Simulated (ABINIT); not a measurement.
Crystal: RbBr.

```
Rb Br
1.0
     0.00000    3.42700    3.42700
     3.42700    0.00000    3.42700
     3.42700    3.42700    0.00000
Rb Br
1 1
Cartesian
  0.0000 0.0000 0.0000
  3.4270 3.4270 3.4270
```

- Program: ABINIT 10.8.3 (patched build)
- Task: relaxation of cell and atoms
- Functional: PBE
- Potentials or basis: JTH PAW PBE v2.0
- Cutoff: 435 eV
- k mesh: 5 × 5 × 5
- Occupations: fermi-dirac, width 0.05 eV
- Spin: no spin polarisation

At the start: pressure 1.1 GPa; volume 40.25 Å³/atom.

Task: How do energy, volume and symmetry change on relaxing?

Result: Over 5 steps the energy falls by 10.6 meV/atom and the volume is 43.51 Å³/atom (+8.1 %); space group Fm-3m (No. 225, to 0.05 Å).

The path:
```csv
step,energy change (eV),largest force (eV/Å),pressure (GPa),volume (Å³)
1,0.0000,0.0000,1.11,80.50
2,-0.0019,0.0000,1.05,80.77
3,-0.0210,0.0000,0.09,86.28
4,-0.0212,0.0000,0.02,86.86
5,-0.0212,0.0000,0.00,87.03
```

Final structure:
```
Rb Br
1.0
     0.00000    3.51731    3.51731
     3.51731    0.00000    3.51731
     3.51731    3.51731    0.00000
Rb Br
1 1
Cartesian
  0.0000 0.0000 0.0000
  3.5173 3.5173 3.5173
```
